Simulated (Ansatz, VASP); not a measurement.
## AlN in VASP and in Ansatz

```
Al N
1.0
     3.12989    0.00000    0.00000
    -1.56494    2.71056    0.00000
     0.00000    0.00000    4.41490
Al N
2 2
Direct
  0.33333 0.66667 0.98041
  0.66667 0.33333 0.48041
  0.33333 0.66667 0.40459
  0.66667 0.33333 0.90459
```

Alike in both runs: functional PBE; k mesh 9 × 9 × 6; occupations gaussian, width 0.05 eV; no spin polarisation.

Ansatz relaxed the structure, and its values are those at the end. VASP's run is a single point on that final structure, the one shown.

|  | VASP | Ansatz |
| --- | --- | --- |
| version | VASP 6.6.1 | Ansatz 0.2.0 |
| potentials or method | VASP PAW PBE potentials, release 64 (Al, N) | scalar-relativistic, plane waves, PAW |
| plane-wave cutoff (eV) | 520 | 520 |
| valence electrons in the cell | 16 | 16 |

```csv
,VASP,Ansatz,Ansatz less VASP
gap on the k mesh at the Fermi level (eV),4.18,4.16,-0.014
least direct gap on the mesh (eV),4.18,4.16,-0.014
pressure (GPa),25.1,25.3,+0.14
```

Ansatz warned: «stress_scf_threshold_loose».

Caveats: so large a pressure means that the cell lies far from this level's equilibrium, or that cutoff or potentials fall short (VASP). Expect the measured gap to be larger: semilocal functionals such as PBE lack the derivative discontinuity.
